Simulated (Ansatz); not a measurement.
**TaN (zincblende structure)**

The computed numbers are results of r²SCAN, scalar-relativistic (collinear spin) in the plane-wave PAW code Ansatz at 500 eV, Γ-centred 12×12×12 mesh, 0.05 eV Gaussian smearing. The datasets are Ansatz's generated set soft_2.

Space group F-43m (No. 216). a = 4.733 Å, b = 4.733 Å, c = 4.733 Å, α = 90.00°, β = 90.00°, γ = 90.00°
| atom | site | symmetry | x | y | z |
| --- | --- | --- | --- | --- | --- |
| Ta | 4a | -43m | 0.0000 | 0.0000 | 0.0000 |
| N | 4d | -43m | 0.2500 | 0.2500 | 0.7500 |

The start was a prototype's sites filled with these elements. The Crystallography Open Database lists the compound in space groups P-62m, P6/mmm, P63/mmc, so this is a trial structure.

Magnetic state: non-magnetic, site spin moments none.

The cell above was scaled in volume, its shape and atoms being fixed by the lattice's symmetry. Energies are counted from the cell above.

The cell is relaxed to zero pressure at this level.

```tsv
V (Å³/atom)	ΔE (meV/atom)	P from the stress (GPa)
12.723	18.67	11.73
12.988	4.48	5.57
13.253	0.00	0.00
13.518	4.26	-5.00
13.783	16.38	-9.49
14.181	47.54	-15.40
```

Question: Do the energies and the pressures agree? Compare −ΔE/ΔV between neighbouring points (1 meV/Å³ = 0.1602 GPa) with the mean of their pressures.

Answer: 
| interval (Å³/atom) | −ΔE/ΔV (GPa) | mean P (GPa) |
| --- | --- | --- |
| 12.72 to 12.99 | 8.6 | 8.6 |
| 12.99 to 13.25 | 2.7 | 2.8 |
| 13.25 to 13.52 | -2.6 | -2.5 |
| 13.52 to 13.78 | -7.3 | -7.2 |
| 13.78 to 14.18 | -12.6 | -12.4 |
They differ by 0.11 GPa at most.

Question: What do the two routes give for V0, B0 and B0′?

Answer: A third-order Birch–Murnaghan fit of the energies: V0 = 13.25 Å³/atom, B0 = 264 GPa, B0′ = 4.4. A polynomial of P in ln V, with B = −dP/d ln V at P = 0: V0 = 13.25 Å³/atom, B0 = 264 GPa, B0′ = 4.3.

B0·V0 = 263.9 GPa × 13.25 Å³ = 21.83 eV/atom sets the scale: near the minimum ΔE ≈ ½ B0 V0 x², with x = V/V0 − 1, and a pressure of 2.6 GPa squeezes the volume by about 1 %. At the ends of the curve: x = −4.0 % predicts 17.4 meV/atom and the run gives 18.7; x = +7.0 % predicts 53.7 meV/atom and the run gives 47.5. The lopsidedness is anharmonic: atoms resist being pushed together more than being pulled apart.

No spin–orbit coupling, a notable omission for heavy elements. The run is a metal.
